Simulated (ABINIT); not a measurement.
In:

```
CELL_PARAMETERS angstrom
-1.62547 1.62547 2.47370
1.62547 -1.62547 2.47370
1.62547 1.62547 -2.47370
ATOMIC_POSITIONS crystal
In 0.00000 0.00000 0.00000
```

Base run:

| Quantity | Value |
| --- | --- |
| Program | ABINIT 10.8.3 (patched build) |
| Functional | RPBE |
| Potentials or basis | JTH PAW PBE v2.0 |
| Cutoff | 707 eV |
| k mesh | 11 × 11 × 11 |
| Occupations | fermi-dirac, width 0.05 eV |
| Spin | no spin polarisation |

Its results: band gap on the k mesh none (metal or under the smearing width); pressure 3.1 GPa.

Task: The run is repeated on the same cell with these changes: functional from RPBE to PBE. What comes out?

Result: Band gap on the k mesh none (metal or under the smearing width); pressure 1.4 GPa.

PBE binds more tightly than RPBE, so the same cell stands under less pressure.

Caveats: spin-orbit coupling is left out, which moves the levels of the heavy elements; the PAW data sets were made with another functional, which shifts forces and pressure a little (some runs).
